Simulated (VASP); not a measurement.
Wanted: the native input for a VASP 6.6.1 run.

- Task: band structure
- Functional: PBE
- Potentials or basis: VASP PAW PBE potentials, release 64 (Cu, I)
- Cutoff: 520 eV
- k mesh: 6 × 6 × 6
- Occupations: gaussian, width 0.03 eV
- Spin: no spin polarisation
- Grid for exact exchange (PRECFOCK): Fast
- Further INCAR settings: ALGO = Normal; EDIFF = 1e-07; NBANDS = 16

The structure of CuI (Marshite) lies in POSCAR:

```
CuI                                     
1.0
    0.0000000000      2.9729983385      2.9729983385
    2.9729983385      0.0000000000      2.9729983385
    2.9729983385      2.9729983385      0.0000000000
  Cu              I             
     1     1
Direct
     0.2500000000000000    0.2500000000000000    0.2500000000000000
     0.0000000000000000    0.0000000000000000    0.0000000000000000
```

The input as run:

INCAR

```
PREC = Accurate
ENCUT = 520
EDIFF = 1E-7
ISMEAR = 0
SIGMA = 0.03
LREAL = False
LASPH = True
NELM = 80
ALGO = Normal
ISIF = 2
LWAVE = False
LCHARG = False
LMAXMIX = 4
GGA = PE
NBANDS = 16
KPAR = 4
```

KPOINTS

```
Automatic mesh
0
Gamma
  6 6 6
```

KPOINTS_OPT

```
explicit points
6
Reciprocal
 0.0000000000  0.0000000000  0.0000000000 1
 0.3750000000  0.3750000000  0.7500000000 1
 0.5000000000  0.5000000000  0.5000000000 1
 0.6250000000  0.2500000000  0.6250000000 1
 0.5000000000  0.2500000000  0.7500000000 1
 0.5000000000  0.0000000000  0.5000000000 1
```

Potentials or basis: VASP PAW PBE potentials, release 64 (Cu, I).

The run is started by

```sh
$ cat potpaw_PBE.64/Cu/POTCAR potpaw_PBE.64/I/POTCAR > POTCAR
$ mpirun -np 4 vasp_std > vasp.out
```

It gave:

```yaml
Pressure: 3.2 GPa
Band_gap_on_the_k_mesh: 1.31 eV, direct
Band_gap_along_the_path: 1.31 eV, direct
```

Caveat: spin-orbit coupling is left out, which moves the levels of the heavy elements.

It took 6.3 s on 4 MPI ranks on Intel(R) Xeon(R) 6975P-C (Granite Rapids), with other jobs on the host, peak memory 0.18 GiB a rank.
